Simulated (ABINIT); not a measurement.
Runs of ABINIT 10.8.3 (patched build) on HfB2. It takes space group P6/mmm (No. 191, hexagonal). Conventional cell: a = 3.140 Å, b = 3.140 Å, c = 3.480 Å, α = 90.00°, β = 90.00°, γ = 120.00°. Hf (site symmetry 6/mmm) is surrounded by 12 B at 2.51 Å. Around B (site symmetry -6m2) lie 3 B at 1.81 Å. 

```tsv
task	level	potentials or basis	cell	k mesh	cutoff (eV)	bands in the sums	broadening (eV)	scissor shift (eV)	tensor components	fine-grid cutoff	gap on the mesh (eV)	pressure (GPa)
single point	LDA	PseudoDojo NC SR LDA v0.4.1 standard	as given	8 × 8 × 6	762	-	-	-	-	-	none	-
single point	WC	PseudoDojo NC SR PBEsol v0.4.1 standard	as given	8 × 8 × 6	925	-	-	-	-	-	none	(a)
single point	PBE	PseudoDojo NC SR PBE v0.4.1 standard	as given	8 × 8 × 6	762	-	-	-	-	-	none	0.8
single point	PBEsol	PseudoDojo NC SR PBEsol v0.4.1 standard	as given	8 × 8 × 6	925	-	-	-	-	-	none	-3.8
optical spectrum	PBEsol	PseudoDojo NC SR PBEsol v0.4.1 standard	as given	12 × 12 × 8, shifted	925	17	0.2	0	[11, 33]	-	-	-3.8
single point	LDA	JTH PAW LDA v2.0	cell strained at random	8 × 8 × 6	354	-	-	-	-	707.496 eV	none	-
```

Alike in all rows: no spin polarisation; smearing fermi-dirac 0.05 eV.

Question: Estimate the missing entries.

Answer: (a) -3.1.

Caveats: the potentials were made for another functional, which shifts forces and pressure (some runs); the intraband (Drude) term is left out (some runs); spectra need much finer meshes, so this one isn't converged (some runs); independent-particle spectra lack excitons (some runs).

A k mesh can miss the band edges, and the runs leave out spin-orbit coupling on Hf.

A gap of «none» marks a metal or a gap under the smearing width.
